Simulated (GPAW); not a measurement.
Input of a GPAW 26.7.0 run:

Contents of run.py:

```python
from ase.dft.bandgap import bandgap
from ase.io import read, write
from ase.units import GPa
from gpaw import GPAW, PW

atoms = read('POSCAR')

calc = GPAW(mode=PW(800),
            xc='PBE',
            kpts={'size': (8, 8, 8), 'gamma': True},
            occupations={'name': 'methfessel-paxton', 'order': 0, 'width': 0.019000000000000003},
            nbands=11,
            convergence={'density': 1e-05, 'energy': 1e-05},
            maxiter=150,
            txt='gpaw.txt')
atoms.calc = calc
energy = atoms.get_potential_energy()
forces = atoms.get_forces()
stress = atoms.get_stress()
calc.write('gs.gpw')
write('result.traj', atoms)
print(f'Energy: {energy:.6f} eV')
print('Forces (eV/A):')
print(forces.round(4))
print('Stress (GPa):', (stress / GPa).round(3))
print('Fermi level:', round(calc.get_fermi_level(), 4), 'eV')
print(f'Gap: {bandgap(calc)[0]:.4f} eV, direct: {bandgap(calc, direct=True)[0]:.4f} eV')
```

Contents of POSCAR:

```
BeTe
1.0
    0.0000000000      2.7700000000      2.7700000000
    2.7700000000      0.0000000000      2.7700000000
    2.7700000000      2.7700000000      0.0000000000
Te Be
1 1
Direct
    0.7500000000      0.7500000000      0.7500000000
    0.0000000000      0.0000000000      0.0000000000
```

Potentials or basis: GPAW PAW data sets (gpaw-data 1.2.1), pw.

Run with:

```bash
$ OMP_NUM_THREADS=1 python run.py
```

Estimate the pressure.

4.4 GPa.

Predict the band gap on the k mesh.

1.86 eV, indirect (least direct gap 3.58 eV).

Caveat: spin-orbit coupling is left out, which moves the levels of the heavy elements. PBE gaps usually lie below the measured ones, often by a third to a half.
